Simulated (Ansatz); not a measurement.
Bi, 1 atom in the cell. Symmetry: Im-3m, No. 229, cubic system. Conventional cell: a = 3.963 Å, b = 3.963 Å, c = 3.963 Å, α = 90.00°, β = 90.00°, γ = 90.00°. Around Bi (site symmetry m-3m) lie 8 Bi at 3.43 Å. This isn't the form of Bi at room conditions, which is rhombohedral.

```yaml
Program: Ansatz 0.2.0
Task: single point
Functional: PBE
Potentials_or_basis: all-electron LAPW, scalar-relativistic
Cutoff: 159 eV (chosen from the basis error)
Basis_error_allowed: 0.001 eV/atom
k_mesh: 9 × 9 × 9
Occupations: gaussian, width 0.017 eV
Spin: no spin polarisation
```

Potentials or basis: all-electron LAPW, scalar-relativistic.

Launch:

```sh
$ ansatz run input.yaml --threads 1 --pin off --max-ram 3072MiB --backend cpu --events-out ev --progress --plain --runs-dir out
```

Hardware: 1 thread of Arm Neoverse N1, with other jobs on the host.

How long does it take, and how much memory?

It took 5.3 s on 1 thread of Arm Neoverse N1, with other jobs on the host, peak memory 0.23 GiB. Counts: scf iterations 6, plane waves 141, k points 35, bands 23.
